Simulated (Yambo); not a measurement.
# SiC (Moissanite 3C) (F-43m) in Yambo: convergence with bands in sums

Aim: find how far bands in sums must go before the results for SiC (Moissanite 3C) settle, at PBE. This setting moves, with any that are tied to it; all else stays.

Everything below comes from runs of Yambo 5.3.0. Logs are shortened: lines on timing, memory, paths and dates and some standing lists are left out, and cuts for length are marked.

## (1) The structure

The structure is cubic, space group F-43m (No. 216). The conventional cell has a = 4.358 Å, b = 4.358 Å, c = 4.358 Å, α = 90.00°, β = 90.00°, γ = 90.00°. Around Si (site symmetry -43m) lie 4 C at 1.89 Å. Around C (site symmetry -43m) lie 4 Si at 1.89 Å.

## (2) With bands in sums 9

Input file g0w00.in:

```
gw0
dyson
el_el_corr
rim_cut
HF_and_locXC
ppa
em1d
RandQpts= 1000000
RandGvec= 50 RL
EXXRLvcs= 70 Ry
VXCRLvcs= 70 Ry
Chimod= "HARTREE"
% BndsRnXp
 1 | 9 |
%
NGsBlkXp= 8 Ry
% LongDrXp
 1 | 1 | 1 |
%
PPAPntXp= 27.21138 eV
% GbndRnge
 1 | 9 |
%
GTermKind= "none"
DysSolver= "n"
ExtendOut
% QPkrange
 1 | 1 | 2 | 6 |
 7 | 7 | 2 | 6 |
%
```

Input file scf.in:

```
&CONTROL
  calculation = 'scf'
  prefix = 'pwscf'
  outdir = './tmp'
  pseudo_dir = './pseudo'
/
&SYSTEM
  ibrav = 0
  nat = 2
  ntyp = 2
  ecutwfc = 70
  nbnd = 9
  occupations = 'smearing'
  smearing = 'fd'
  degauss = 0.00367493
  force_symmorphic = .true.
/
&ELECTRONS
  conv_thr = 4d-10
  electron_maxstep = 120
  mixing_beta = 0.5
/
ATOMIC_SPECIES
Si    28.0850 Si_ONCV_PBE-1.2.upf
C     12.0110 C_ONCV_PBE-1.2.upf
CELL_PARAMETERS angstrom
   0.0000000000    2.1790000000    2.1790000000
   2.1790000000    0.0000000000    2.1790000000
   2.1790000000    2.1790000000    0.0000000000
ATOMIC_POSITIONS crystal
Si     0.0000000000    0.0000000000    0.0000000000
C      0.7500000000    0.7500000000    0.7500000000
K_POINTS automatic
10 10 10 0 0 0
```

Input file nscf.in:

```
&CONTROL
  calculation = 'nscf'
  prefix = 'pwscf'
  outdir = './tmp'
  pseudo_dir = './pseudo'
/
&SYSTEM
  ibrav = 0
  nat = 2
  ntyp = 2
  ecutwfc = 70
  nbnd = 304
  occupations = 'fixed'
  force_symmorphic = .true.
/
&ELECTRONS
  conv_thr = 1d-08
  diago_full_acc = .true.
  diago_thr_init = 1d-06
/
ATOMIC_SPECIES
Si    28.0850 Si_ONCV_PBE-1.2.upf
C     12.0110 C_ONCV_PBE-1.2.upf
CELL_PARAMETERS angstrom
   0.0000000000    2.1790000000    2.1790000000
   2.1790000000    0.0000000000    2.1790000000
   2.1790000000    2.1790000000    0.0000000000
ATOMIC_POSITIONS crystal
Si     0.0000000000    0.0000000000    0.0000000000
C      0.7500000000    0.7500000000    0.7500000000
K_POINTS automatic
4 4 4 0 0 0
```

Potentials or basis: SG15 PBE 1.2.

Launch:

```bash
> OMP_NUM_THREADS=1 pw.x -in scf.in > scf.out
> OMP_NUM_THREADS=1 pw.x -in nscf.in > nscf.out
> cd tmp/pwscf.save; p2y; mv SAVE ../..; cd ../..
> OMP_NUM_THREADS=1 yambo
> OMP_NUM_THREADS=1 yambo -F g0w00.in -J g0w00 -C g0w00_out
```

Wall time 55 s (1 thread of Arm Neoverse V2, shared host); peak memory 0.24 GiB.

What came out:

| Property | Result |
| --- | --- |
| Band gap on the k mesh, mean-field level | 1.39 eV, indirect (least direct gap 4.54 eV) |
| Quasiparticle gap | 1.97 eV |
| Least direct quasiparticle gap | 5.69 eV |
| Quasiparticle gap at Γ | 7.28 eV |
| Band gap of the same states before the correction | 1.39 eV |

## (3) With bands in sums 14

Input file g0w01.in:

```
gw0
dyson
el_el_corr
rim_cut
HF_and_locXC
ppa
em1d
RandQpts= 1000000
RandGvec= 50 RL
EXXRLvcs= 70 Ry
VXCRLvcs= 70 Ry
Chimod= "HARTREE"
% BndsRnXp
 1 | 14 |
%
NGsBlkXp= 8 Ry
% LongDrXp
 1 | 1 | 1 |
%
PPAPntXp= 27.21138 eV
% GbndRnge
 1 | 14 |
%
GTermKind= "none"
DysSolver= "n"
ExtendOut
% QPkrange
 1 | 1 | 2 | 6 |
 7 | 7 | 2 | 6 |
%
```

scf.in is that of step 2.

nscf.in is that of step 2.

Potentials or basis: SG15 PBE 1.2.

Launch:

```bash
> OMP_NUM_THREADS=1 pw.x -in scf.in > scf.out
> OMP_NUM_THREADS=1 pw.x -in nscf.in > nscf.out
> cd tmp/pwscf.save; p2y; mv SAVE ../..; cd ../..
> OMP_NUM_THREADS=1 yambo
> mkdir -p g0w01; ln -s $PWD/g0w00/ndb.RIM g0w01/
> OMP_NUM_THREADS=1 yambo -F g0w01.in -J g0w01 -C g0w01_out
```

Wall time 51 s (1 thread of Arm Neoverse V2, shared host); peak memory 0.24 GiB.

Results:

```
Band gap on the k mesh, mean-field level          : 1.39 eV, indirect (least direct gap 4.54 eV)
Quasiparticle gap                                 : 1.89 eV
Least direct quasiparticle gap                    : 5.54 eV
Quasiparticle gap at Γ                            : 7.12 eV
Band gap of the same states before the correction : 1.39 eV
```

## (4) With bands in sums 24

Input file g0w02.in:

```
gw0
dyson
el_el_corr
rim_cut
HF_and_locXC
ppa
em1d
RandQpts= 1000000
RandGvec= 50 RL
EXXRLvcs= 70 Ry
VXCRLvcs= 70 Ry
Chimod= "HARTREE"
% BndsRnXp
 1 | 24 |
%
NGsBlkXp= 8 Ry
% LongDrXp
 1 | 1 | 1 |
%
PPAPntXp= 27.21138 eV
% GbndRnge
 1 | 24 |
%
GTermKind= "none"
DysSolver= "n"
ExtendOut
% QPkrange
 1 | 1 | 2 | 6 |
 7 | 7 | 2 | 6 |
%
```

scf.in is that of step 3.

nscf.in is that of step 3.

Launch:

```bash
> OMP_NUM_THREADS=1 pw.x -in scf.in > scf.out
> OMP_NUM_THREADS=1 pw.x -in nscf.in > nscf.out
> cd tmp/pwscf.save; p2y; mv SAVE ../..; cd ../..
> OMP_NUM_THREADS=1 yambo
> mkdir -p g0w02; ln -s $PWD/g0w00/ndb.RIM g0w02/
> OMP_NUM_THREADS=1 yambo -F g0w02.in -J g0w02 -C g0w02_out
```

Run time: 54 s. Hardware: 1 thread of Arm Neoverse V2, shared host; peak memory 0.25 GiB.

Results (log left out):

```
Band gap on the k mesh, mean-field level          : 1.39 eV, indirect (least direct gap 4.54 eV)
Quasiparticle gap                                 : 1.90 eV
Least direct quasiparticle gap                    : 5.48 eV
Quasiparticle gap at Γ                            : 7.12 eV
Band gap of the same states before the correction : 1.39 eV
```

## (5) With bands in sums 44

Input file g0w03.in:

```
gw0
dyson
el_el_corr
rim_cut
HF_and_locXC
ppa
em1d
RandQpts= 1000000
RandGvec= 50 RL
EXXRLvcs= 70 Ry
VXCRLvcs= 70 Ry
Chimod= "HARTREE"
% BndsRnXp
 1 | 44 |
%
NGsBlkXp= 8 Ry
% LongDrXp
 1 | 1 | 1 |
%
PPAPntXp= 27.21138 eV
% GbndRnge
 1 | 44 |
%
GTermKind= "none"
DysSolver= "n"
ExtendOut
% QPkrange
 1 | 1 | 2 | 6 |
 7 | 7 | 2 | 6 |
%
```

scf.in is that of step 4.

nscf.in is that of step 4.

Launch:

```bash
> OMP_NUM_THREADS=1 pw.x -in scf.in > scf.out
> OMP_NUM_THREADS=1 pw.x -in nscf.in > nscf.out
> cd tmp/pwscf.save; p2y; mv SAVE ../..; cd ../..
> OMP_NUM_THREADS=1 yambo
> mkdir -p g0w03; ln -s $PWD/g0w00/ndb.RIM g0w03/
> OMP_NUM_THREADS=1 yambo -F g0w03.in -J g0w03 -C g0w03_out
```

It took 60 s on 1 thread of Arm Neoverse V2, shared host; peak memory 0.26 GiB.

It converged, with:

```yaml
Band_gap_on_the_k_mesh_mean-field_level: 1.39 eV, indirect (least direct gap 4.54 eV)
Quasiparticle_gap: 1.96 eV
Least_direct_quasiparticle_gap: 5.50 eV
Quasiparticle_gap_at_Γ: 7.14 eV
Band_gap_of_the_same_states_before_the_correction: 1.39 eV
```

## (6) With bands in sums 84

Input file g0w04.in:

```
gw0
dyson
el_el_corr
rim_cut
HF_and_locXC
ppa
em1d
RandQpts= 1000000
RandGvec= 50 RL
EXXRLvcs= 70 Ry
VXCRLvcs= 70 Ry
Chimod= "HARTREE"
% BndsRnXp
 1 | 84 |
%
NGsBlkXp= 8 Ry
% LongDrXp
 1 | 1 | 1 |
%
PPAPntXp= 27.21138 eV
% GbndRnge
 1 | 84 |
%
GTermKind= "none"
DysSolver= "n"
ExtendOut
% QPkrange
 1 | 1 | 2 | 6 |
 7 | 7 | 2 | 6 |
%
```

scf.in is that of step 5.

nscf.in is that of step 5.

Potentials or basis: SG15 PBE 1.2.

Launch:

```bash
> OMP_NUM_THREADS=1 pw.x -in scf.in > scf.out
> OMP_NUM_THREADS=1 pw.x -in nscf.in > nscf.out
> cd tmp/pwscf.save; p2y; mv SAVE ../..; cd ../..
> OMP_NUM_THREADS=1 yambo
> mkdir -p g0w04; ln -s $PWD/g0w00/ndb.RIM g0w04/
> OMP_NUM_THREADS=1 yambo -F g0w04.in -J g0w04 -C g0w04_out
```

Wall time 71 s (1 thread of Arm Neoverse V2, shared host); peak memory 0.29 GiB.

The run converged. Its results:

```
Band gap on the k mesh, mean-field level          : 1.39 eV, indirect (least direct gap 4.54 eV)
Quasiparticle gap                                 : 2.02 eV
Least direct quasiparticle gap                    : 5.52 eV
Quasiparticle gap at Γ                            : 7.16 eV
Band gap of the same states before the correction : 1.39 eV
```

## (7) With bands in sums 124

Input file g0w05.in:

```
gw0
dyson
el_el_corr
rim_cut
HF_and_locXC
ppa
em1d
RandQpts= 1000000
RandGvec= 50 RL
EXXRLvcs= 70 Ry
VXCRLvcs= 70 Ry
Chimod= "HARTREE"
% BndsRnXp
 1 | 124 |
%
NGsBlkXp= 8 Ry
% LongDrXp
 1 | 1 | 1 |
%
PPAPntXp= 27.21138 eV
% GbndRnge
 1 | 124 |
%
GTermKind= "none"
DysSolver= "n"
ExtendOut
% QPkrange
 1 | 1 | 2 | 6 |
 7 | 7 | 2 | 6 |
%
```

scf.in is that of step 6.

nscf.in is that of step 6.

Launch:

```bash
> OMP_NUM_THREADS=1 pw.x -in scf.in > scf.out
> OMP_NUM_THREADS=1 pw.x -in nscf.in > nscf.out
> cd tmp/pwscf.save; p2y; mv SAVE ../..; cd ../..
> OMP_NUM_THREADS=1 yambo
> mkdir -p g0w05; ln -s $PWD/g0w00/ndb.RIM g0w05/
> OMP_NUM_THREADS=1 yambo -F g0w05.in -J g0w05 -C g0w05_out
```

Wall time 82 s (1 thread of Arm Neoverse V2, shared host); peak memory 0.32 GiB.

The run converged. Its results:

| Quantity | Value |
| --- | --- |
| Band gap on the k mesh, mean-field level | 1.39 eV, indirect (least direct gap 4.54 eV) |
| Quasiparticle gap | 2.04 eV |
| Least direct quasiparticle gap | 5.53 eV |
| Quasiparticle gap at Γ | 7.17 eV |
| Band gap of the same states before the correction | 1.39 eV |

## (8) With bands in sums 204

Input file g0w06.in:

```
gw0
dyson
el_el_corr
rim_cut
HF_and_locXC
ppa
em1d
RandQpts= 1000000
RandGvec= 50 RL
EXXRLvcs= 70 Ry
VXCRLvcs= 70 Ry
Chimod= "HARTREE"
% BndsRnXp
 1 | 204 |
%
NGsBlkXp= 8 Ry
% LongDrXp
 1 | 1 | 1 |
%
PPAPntXp= 27.21138 eV
% GbndRnge
 1 | 204 |
%
GTermKind= "none"
DysSolver= "n"
ExtendOut
% QPkrange
 1 | 1 | 2 | 6 |
 7 | 7 | 2 | 6 |
%
```

scf.in is that of step 7.

nscf.in is that of step 7.

Launch:

```bash
> OMP_NUM_THREADS=1 pw.x -in scf.in > scf.out
> OMP_NUM_THREADS=1 pw.x -in nscf.in > nscf.out
> cd tmp/pwscf.save; p2y; mv SAVE ../..; cd ../..
> OMP_NUM_THREADS=1 yambo
> mkdir -p g0w06; ln -s $PWD/g0w00/ndb.RIM g0w06/
> OMP_NUM_THREADS=1 yambo -F g0w06.in -J g0w06 -C g0w06_out
```

Run time: 1.7 min. Hardware: 1 thread of Arm Neoverse V2, shared host; peak memory 0.38 GiB.

The run converged. Its results:

```
Band gap on the k mesh, mean-field level          : 1.39 eV, indirect (least direct gap 4.54 eV)
Quasiparticle gap                                 : 2.05 eV
Least direct quasiparticle gap                    : 5.53 eV
Quasiparticle gap at Γ                            : 7.17 eV
Band gap of the same states before the correction : 1.39 eV
```

(Part 1 of 2 ends here.)
